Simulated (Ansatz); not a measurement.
**O under compression and expansion**

```xyz
2
Lattice="1.4233 0.8218 3.4083 -1.4233 0.8218 3.4083 0.0000 -1.6435 3.4083" Properties=species:S:1:pos:R:3 pbc="T T T"
O     0.0000    0.0000    0.5900
O     0.0000    0.0000    9.6349
```

The cell comes from COD entry 2106431, which wasn't checked; take it as a given geometry.

Solid oxygen carries moments on its molecules; these runs leave spin out.

Methods: DFT, PBE, all-electron LAPW, scalar-relativistic (Ansatz 0.2.0); DFT, PBE, PAW with Ansatz's default frozen-core files, scalar-relativistic (Ansatz 0.2.0).

For LAPW: a Γ-centred 10×10×10 k mesh, Fermi–Dirac smearing of 0.02 eV, basis error target 0.5 meV/atom, no spin polarisation. PAW takes a cutoff of 420 eV at this cell. The Ansatz runs share mesh, smearing and spin set-up. Plane-wave (PAW) pressures include the program's estimate of the Pulay term.

The cell above is scaled evenly, with fractional coordinates and shape held.

```tsv
V/V(cell)	V (Å³/atom)	P, LAPW (GPa)	P, PAW (GPa)
0.9600	11.481	10.18	10.01
0.9800	11.721	?	?
1.0000	11.960	5.36	5.29
1.0200	12.199	3.28	3.26
1.0400	12.438	1.41	1.43
```

**Question.** Fill in the row V/V(cell) = 0.9800.

**Answer.** P, LAPW (GPa) = 7.65, P, PAW (GPa) = 7.54.
